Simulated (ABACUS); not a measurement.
Runs of ABACUS 3.10.1 on Ge. Symmetry: Fd-3m, No. 227, cubic system. The conventional cell has a = 5.658 Å, b = 5.658 Å, c = 5.658 Å, α = 90.00°, β = 90.00°, γ = 90.00°. Ge (site symmetry -43m) has 4 Ge at 2.45 Å as nearest neighbours. 

| task | level | potentials or basis | cell | k mesh | cutoff (eV) | SCF threshold on the density | eigensolver | symmetry key | orbital files | path | mesh quality | gap on the mesh (eV) | pressure (GPa) |
| --- | --- | --- | --- | --- | --- | --- | --- | --- | --- | --- | --- | --- | --- |
| single point | BP86 | PseudoDojo NC SR 0.5 PBE standard, plane waves | as given | 6 × 6 × 6 | 1075 | 1e-08 | dav | 1 | - | - | not flagged | none | 4.2 |
| single point | WC | SSSP 1.3 efficiency PBE, plane waves | as given | 6 × 6 × 6 | 748 | 1e-08 | dav | 1 | - | - | not flagged | none | (a) |
| relaxation of cell and atoms | LDA | PseudoDojo NC SR 0.4.1 LDA standard, DZP LCAO (the cutoffs set its grid) | relaxed | 7 × 7 × 7 | 1361 | 1e-07 | genelpa | 1 | Ge Ge_confined-atom_7au_2s2p2d.orb | - | not flagged | none | 0.0 |
| single point | revTPSS | SG15 ONCV 1.2 PBE, plane waves | as given | 5 × 5 × 5 | 1238 | 1e-08 | dav | 1 | - | - | not flagged | (b) | 0.6 |
| single point | LDA | PseudoDojo NC SR 0.4.1 LDA standard, DZP LCAO (the cutoffs set its grid) | as given | 7 × 7 × 7 | 1361 | 1e-07 | genelpa | 1 | Ge Ge_confined-atom_7au_2s2p2d.orb | - | not flagged | none | -0.4 |

Alike in all rows: no spin polarisation; smearing fermi-dirac 0.05 eV.

Problem. Fill in the values left out.

Solution. (a) 0.9; (b) 0.15.

Caveats: the potentials were made for another functional, which shifts forces and pressure (some runs); this crystal is a semiconductor, whose small gap the functional closes, so the metal is an error of the method (some runs); the atomic orbitals were generated for these runs and aren't a published set (some runs); the basis of atomic orbitals isn't converged, which shifts pressures, moduli and gaps (some runs); an odd mesh through Γ misses points on the zone boundary, where band edges often lie (some runs).

A k mesh can miss the band edges, and the runs leave out spin-orbit coupling on Ge.

A gap of «none» marks a metal or a gap under the smearing width.
